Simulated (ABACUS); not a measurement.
# InP (F-43m) in ABACUS: a series of runs

The runs below take InP through single point, with MS2, SOGGA.

Everything below comes from runs of ABACUS 3.10.1. Logs are shortened: lines on timing, memory, paths and dates and some standing lists are left out, and cuts for length are marked.

**Experimental background.**

From a printed reference work, data compilation, for a bulk crystal of InP at 1.6 K: band gap 1.4236 eV (direct).

The runs below are set against these values where they give the same quantity.

## 1. The crystal as given

The structure is cubic, space group F-43m (No. 216). Conventional cell: a = 5.861 Å, b = 5.861 Å, c = 5.861 Å, α = 90.00°, β = 90.00°, γ = 90.00°. Around In (site symmetry -43m) lie 4 P at 2.54 Å. P (site symmetry -43m) has 4 In at 2.54 Å as nearest neighbours.

## 2. Single point, MS2

File run_abacus.py:

```python
"""ABACUS run from a structure file: ASE reads it, the script writes STRU, KPT and INPUT."""
import re
import subprocess
from ase.io import read
from ase.units import Bohr

atoms = read("InP.cif")
atoms = atoms[(-atoms.numbers).argsort(kind="stable")]  # ABACUS lists atoms element by element
pseudo = {'In': 'In_ONCV_PBE-1.2.upf', 'P': 'P_ONCV_PBE-1.2.upf'}
orbital = {}
magmoms = None
kmesh = [5, 5, 5]
params = {
    'suffix': 'InP',
    'calculation': 'scf',
    'basis_type': 'pw',
    'pseudo_dir': './',
    'symmetry': 1,
    'dft_functional': 'MGGA_X_MS2+GGA_C_REGTPSS',
    'ecutwfc': 82,
    'pseudo_rcut': 7,
    'nspin': 1,
    'nbands': 19,
    'ks_solver': 'dav',
    'smearing_method': 'fd',
    'smearing_sigma': 0.00367493,
    'scf_thr': 1e-08,
    'scf_nmax': 100,
    'mixing_type': 'broyden',
    'mixing_beta': 0.7,
    'cal_force': 1,
    'cal_stress': 1,
    'mixing_tau': 1,
    'out_chg': 1,
    'kpar': 4,
}

symbols = atoms.get_chemical_symbols()
elements = list(dict.fromkeys(symbols))
lines = ["ATOMIC_SPECIES"] + [f"{e} {atoms.get_masses()[symbols.index(e)]:.4f} {pseudo[e]}" for e in elements]
if orbital:
    lines += ["", "NUMERICAL_ORBITAL"] + [orbital[e] for e in elements]
lines += ["", "LATTICE_CONSTANT", f"{1 / Bohr:.10f}", "", "LATTICE_VECTORS"]
lines += [" ".join(f"{x:.10f}" for x in v) for v in atoms.cell]
lines += ["", "ATOMIC_POSITIONS", "Direct"]
for e in elements:
    lines += ["", e, "0.0", str(symbols.count(e))]
    for i, p in enumerate(atoms.get_scaled_positions(wrap=False)):
        if symbols[i] == e:
            mag = "" if magmoms is None else " mag " + " ".join(str(x) for x in (magmoms[i] if isinstance(magmoms[i], list) else [magmoms[i]]))
            lines.append(" ".join(f"{x:.10f}" for x in p) + " 1 1 1" + mag)
open("STRU", "w").write("\n".join(lines) + "\n")
open("KPT", "w").write("K_POINTS\n0\nGamma\n%d %d %d 0 0 0\n" % tuple(kmesh))
open("INPUT", "w").write("INPUT_PARAMETERS\n" + "".join(f"{k:<20s}{v}\n" for k, v in params.items()))

done = subprocess.run(['mpirun', '-np', '4', 'abacus'])
if done.returncode:
    raise SystemExit(done.returncode)
log = open("OUT.InP/running_scf.log").read()
print("final energy (eV):", re.findall(r"FINAL_ETOT_IS (\S+)", log))
```

File InP.cif:

```cif
data_InP
_cell_length_a 4.14435284
_cell_length_b 4.14435284
_cell_length_c 4.14435284
_cell_angle_alpha 60.00000000
_cell_angle_beta 60.00000000
_cell_angle_gamma 60.00000000
_space_group_name_H-M_alt 'P1'
_space_group_name_Hall 'P 1'
_space_group_IT_number 1
loop_
_space_group_symop_operation_xyz
'x,y,z'
loop_
_atom_site_label
_atom_site_type_symbol
_atom_site_symmetry_multiplicity
_atom_site_Wyckoff_symbol
_atom_site_fract_x
_atom_site_fract_y
_atom_site_fract_z
_atom_site_occupancy
In1 In 1 a 0.0000000000 0.0000000000 0.0000000000 1
P1 P 1 a 0.7500000000 0.7500000000 0.7500000000 1
```

Potentials or basis: SG15 ONCV 1.2 PBE, plane waves.

Launch:

```console
$ OMP_NUM_THREADS=1 python run_abacus.py > log
```

running log:

```text
ABACUS v3.10.1

               Atomic-orbital Based Ab-initio Computation at UStc

 ------------------------------------------------------------------------------------

 READING GENERAL INFORMATION
                           global_out_dir = OUT.InP/
                           global_in_card = INPUT
                               pseudo_dir = ./
                              orbital_dir =
                                    DSIZE = 4
                                    GSIZE = 1
[... 5 lines left out ...]

 READING ATOM TYPE 1
                               atom label = In
                      L=0, number of zeta = 1
                      L=1, number of zeta = 1
                      L=2, number of zeta = 1
             number of atom for this type = 1

 READING ATOM TYPE 2
                               atom label = P
                      L=0, number of zeta = 1
                      L=1, number of zeta = 1
                      L=2, number of zeta = 1
             number of atom for this type = 1

                        TOTAL ATOM NUMBER = 2
DIRECT COORDINATES
    atom                   x                   y                   z     mag                  vx                  vy                  vz
taud_In1            0.0000000000        0.0000000000        0.0000000000  0.0000        0.0000000000        0.0000000000        0.0000000000
taud_P1            0.7500000000        0.7500000000        0.7500000000  0.0000        0.0000000000        0.0000000000        0.0000000000

                          Volume (Bohr^3) = 339.666
                             Volume (A^3) = 50.3332

 Lattice vectors: (Cartesian coordinate: in unit of a_0)
             +4.14435                  +0                  +0
             +2.07218            +3.58911                  +0
             +2.07218            +1.19637            +3.38385
 Reciprocal vectors: (Cartesian coordinate: in unit of 2 pi/a_0)
            +0.241292            -0.13931          -0.0985071
                   -0            +0.27862          -0.0985071
                   +0                  -0           +0.295521
 The esolver type has been set to : ksdft_pw

                PAO radial cut off (Bohr) = 7

 Read in pseudopotential file is In_ONCV_PBE-1.2.upf
                     pseudopotential type = NC
          exchange-correlation functional = PBE
                 nonlocal core correction = 0
                        valence electrons = 13
                                     lmax = 2
                           number of zeta = 0
                     number of projectors = 6
                           L of projector = 0
                           L of projector = 0
                           L of projector = 1
                           L of projector = 1
                           L of projector = 2
                           L of projector = 2
 XC functional updated to : MGGA_X_MS2+GGA_C_REGTPSS
          exchange-correlation functional = MGGA_X_MS2+GGA_C_REGTPSS
                PAO radial cut off (Bohr) = 7

 Read in pseudopotential file is P_ONCV_PBE-1.2.upf
                     pseudopotential type = NC
          exchange-correlation functional = PBE
                 nonlocal core correction = 0
                        valence electrons = 5
                                     lmax = 1
                           number of zeta = 0
                     number of projectors = 4
                           L of projector = 0
                           L of projector = 0
                           L of projector = 1
                           L of projector = 1
 XC functional updated to : MGGA_X_MS2+GGA_C_REGTPSS
          exchange-correlation functional = MGGA_X_MS2+GGA_C_REGTPSS
     initial pseudo atomic orbital number = 0

 SETUP THE ELECTRONS NUMBER
            electron number of element In = 13
      total electron number of element In = 13
             electron number of element P = 5
       total electron number of element P = 5
            AUTOSET number of electrons:  = 18
                           occupied bands = 9
                                   NBANDS = 19
                                   NLOCAL = 18

%%%%%%%%%%%%%%%%%%%%%%%%%%%%%%%%%%%%%%%%%%%%%%%%%%%%%%%%%%%%%%%%%%%%%%%%%%%%%%%%%%%%%%%%%%%%%%%%%%%%%%%%%%
 Warning: the number of valence electrons in pseudopotential > 3 for In: [Kr] 4d10 5s2 5p1
 Pseudopotentials with additional electrons can yield (more) accurate outcomes, but may be less efficient.
 If you're confident that your chosen pseudopotential is appropriate, you can safely ignore this warning.
%%%%%%%%%%%%%%%%%%%%%%%%%%%%%%%%%%%%%%%%%%%%%%%%%%%%%%%%%%%%%%%%%%%%%%%%%%%%%%%%%%%%%%%%%%%%%%%%%%%%%%%%%%

 SETUP THE PLANE WAVE BASIS
 energy cutoff for charge/potential (unit:Ry) = 328
            fft grid for charge/potential = [ 45, 45, 45 ]
                        fft grid division = [ 1, 1, 1 ]
        big fft grid for charge/potential = [ 45, 45, 45 ]
                                     nbxx = 91125
                                     nrxx = 91125

[... 30 lines left out ...]
                           BETA  (DEGREE) = 60
[... 8 lines left out ...]
                                    IBRAV = 3
                                  BRAVAIS = FACE CENTERED CUBIC
                       LATTICE CONSTANT A = 5.861
Original cell was already a primitive cell.
                        ROTATION MATRICES = 48
              PURE POINT GROUP OPERATIONS = 24
                   SPACE GROUP OPERATIONS = 24
                                       C2 = 3
                                       C3 = 8
                                       C4 = 0
                                       C6 = 0
                                       S1 = 6
                                       S3 = 0
                                       S4 = 6
                                       S6 = 0
                              POINT GROUP = T_d
                                       C2 = 3
                                       C3 = 8
                                       C4 = 0
                                       C6 = 0
                                       S1 = 6
                                       S3 = 0
                                       S4 = 6
                                       S6 = 0
               POINT GROUP IN SPACE GROUP = T_d

 SETUP K-POINTS
                                    nspin = 1
                   Input type of k points = Monkhorst-Pack(Gamma)
                                   nkstot = 125
                       right hand lattice = 1
(for reciprocal lattice: )
[... 8 lines left out ...]
                       right hand lattice = 1
                        ROTATION MATRICES = 48
                               nkstot_ibz = 10
K-POINTS REDUCTION ACCORDING TO SYMMETRY
     IBZ    DIRECT_X    DIRECT_Y    DIRECT_Z  WEIGHT  ibz2bz
       1  0.00000000  0.00000000  0.00000000  0.0080       0
       2  0.20000000  0.20000000  0.20000000  0.0640       1
       3  0.40000000  0.40000000  0.40000000  0.0640       2
       4  0.20000000  0.20000000  0.00000000  0.0480       6
       5  0.40000000  0.40000000  0.20000000  0.1920       7
       6 -0.40000000  0.40000000  0.40000000  0.1920       8
       7  0.40000000  0.20000000  0.20000000  0.0960       9
       8  0.40000000  0.40000000  0.00000000  0.0480      12
       9 -0.20000000  0.40000000  0.40000000  0.0960      13
      10 -0.40000000  0.40000000  0.20000000  0.1920      38

                               nkstot now = 10
[... K-POINTS DIRECT COORDINATES: 10 rows ...]

           k-point number in this process = 3
       minimum distributed K point number = 2
[... stars of the k points ...]

[... K-POINTS CARTESIAN COORDINATES: 3 rows ...]

[... K-POINTS DIRECT COORDINATES: 3 rows ...]

 SETUP PLANE WAVES FOR WAVE FUNCTIONS
     energy cutoff for wavefunc (unit:Ry) = 82
              fft grid for wave functions = [ 45, 45, 45 ]
                    number of plane waves = 4909
                         number of sticks = 379

 PARALLEL PW FOR WAVE FUNCTIONS
     PROC   COLUMNS(POT)             PW
        1            379           4909
 --------------- sum -------------------
        1            379           4909

 SETUP NONLOCAL PSEUDOPOTENTIALS IN PLANE WAVE BASIS
 In non-local projectors:
 projector 1 L=0
 projector 2 L=0
 projector 3 L=1
 projector 4 L=1
 projector 5 L=2
 projector 6 L=2
 P non-local projectors:
 projector 1 L=0
 projector 2 L=0
 projector 3 L=1
 projector 4 L=1
      TOTAL NUMBER OF NONLOCAL PROJECTORS = 26

 Init Non-Local PseudoPotential table :
 Init Non-Local-Pseudopotential done.

                                     npwx = 4285

 -------------------------------------------
 SELF-CONSISTENT
 -------------------------------------------
                                 init_chg = atomic

 PW ALGORITHM --------------- ION=   1  ELEC=   1--------------------------------
 Notice: Threshold on eigenvalues was too large.
 hsover_error=0.18 > DRHO=0.120566
 Origin diag ethr = 0.01
 New diag ethr = 0.000669812

 Density error is 0.116606392093
                          Error Threshold = 0.000669811680625
----------------------------------------------------------
     Energy           Rydberg                 eV
----------------------------------------------------------
 E_KohnSham     -115.8688628931      -1576.4767561272
 E_Harris       -116.9215828515      -1590.7997459600
 E_Fermi        0.7272797685         9.8951488921
----------------------------------------------------------
[... 99 lines left out ...]
 Density error is 4.9828514477e-10
                          Error Threshold = 2.76566802528e-10
----------------------------------------------------------
     Energy           Rydberg                 eV
----------------------------------------------------------
 E_KohnSham     -116.0314941920      -1578.6894684657
 E_KS(sigma->0) -116.0314941847      -1578.6894683663
 E_Harris       -116.0313753405      -1578.6878514080
 E_band         -0.8725508159        -11.8716628904
 E_one_elec     -40.8460990023       -555.7396875034
 E_Hartree      30.1187094395        409.7860647840
 E_xc           -15.5837003759       -212.0271210363
 E_Ewald        -89.7204042388       -1220.7087245111
 E_entropy(-TS) -0.0000000146        -0.0000001989
 E_descf        0.0000000000         0.0000000000
 E_exx          0.0000000000         0.0000000000
 E_Fermi        0.7271479666         9.8933556353
----------------------------------------------------------

 charge density convergence is achieved
 final etot is -1578.6894685 eV
 EFERMI = 9.8933556353 eV

 STATE ENERGY(eV) AND OCCUPATIONS    NSPIN == 1
 1/3 kpoint (Cartesian) = 0.0000 0.0000 0.0000 (4279 pws)
       1       -4.69944      0.0160000
       2       -4.69944      0.0160000
       3       -4.69944      0.0160000
       4       -4.52484      0.0160000
       5       -4.52484      0.0160000
       6       -3.30555      0.0160000
[... 53 lines left out ...]
      18        24.1813        0.00000
      19        24.1813        0.00000

------------------------------------------------------------------------------------------
 TOTAL-FORCE (eV/Angstrom)
------------------------------------------------------------------------------------------
                       In1         0.0000000000         0.0000000000         0.0000000000
                        P1         0.0000000000         0.0000000000         0.0000000000
------------------------------------------------------------------------------------------

----------------------------------------------------------------
 TOTAL-STRESS (KBAR)
----------------------------------------------------------------
       332.4268721256         0.0000000000        -0.0000000000
         0.0000000000       332.4268721231        -0.0000000000
        -0.0000000000        -0.0000000000       332.4268721292
----------------------------------------------------------------
 TOTAL-PRESSURE: 332.426872 KBAR

 --------------------------------------------
 !FINAL_ETOT_IS -1578.6894684657136168 eV
 --------------------------------------------
```

Run time: 24 s. Hardware: 4 MPI ranks of Intel Xeon 6975P-C (Granite Rapids), shared host; peak memory 0.44 GiB.

What came out:

| Quantity | Value |
| --- | --- |
| Free energy | -1578.6895 eV |
| Pressure | 33.2 GPa |
| Band gap on the k mesh | 1.21 eV, direct |

Caveat: a pressure of tens of GPa on the cell as given is suspect, and the run, the potentials or the cell itself is likely at fault; the potentials were made for another functional, which shifts forces and pressure; spin-orbit coupling is left out, which moves the levels of the heavy elements.

(Part 1 of 2 ends here.)
